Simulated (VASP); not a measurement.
ZnS:

```
Zn S
1.0
     0.00000    2.70200    2.70200
     2.70200    0.00000    2.70200
     2.70200    2.70200    0.00000
Zn S
1 1
Cartesian
  4.0530 4.0530 4.0530
  0.0000 0.0000 0.0000
```

| Property | Result |
| --- | --- |
| Program | VASP 6.6.1 |
| Task | relaxation of cell and atoms |
| Functional | HF |
| Potentials or basis | VASP PAW PBE potentials, release 64 (Zn, S) |
| Cutoff | 600 eV |
| k mesh | 5 × 5 × 5 |
| Occupations | fermi-dirac, width 0.05 eV |
| Spin | no spin polarisation |

At the start: pressure 8.2 GPa; volume 19.73 Å³/atom.

Problem. Where does the relaxation end?

Solution. Over 3 steps the energy falls by 46.8 meV/atom and the volume is 21.72 Å³/atom (+10.1 %); space group F-43m (No. 216, to 0.05 Å).

The path:
| step | energy change (eV) | largest force (eV/Å) | pressure (GPa) | volume (Å³) |
| --- | --- | --- | --- | --- |
| 1 | 0.0000 | 0.0000 | 8.16 | 39.45 |
| 2 | -0.0746 | 0.0000 | -2.92 | 45.47 |
| 3 | -0.0935 | 0.0000 | 0.03 | 43.43 |

Final structure:
```
CELL_PARAMETERS angstrom
0.00000 2.78998 2.78998
2.78998 0.00000 2.78998
2.78998 2.78998 0.00000
ATOMIC_POSITIONS crystal
Zn 0.75000 0.75000 0.75000
S 0.00000 0.00000 0.00000
```

Caveat: the PAW data sets were made with another functional, which shifts forces and pressure a little; the volume moved by +10 % from the deposited cell, more than functionals usually miss.
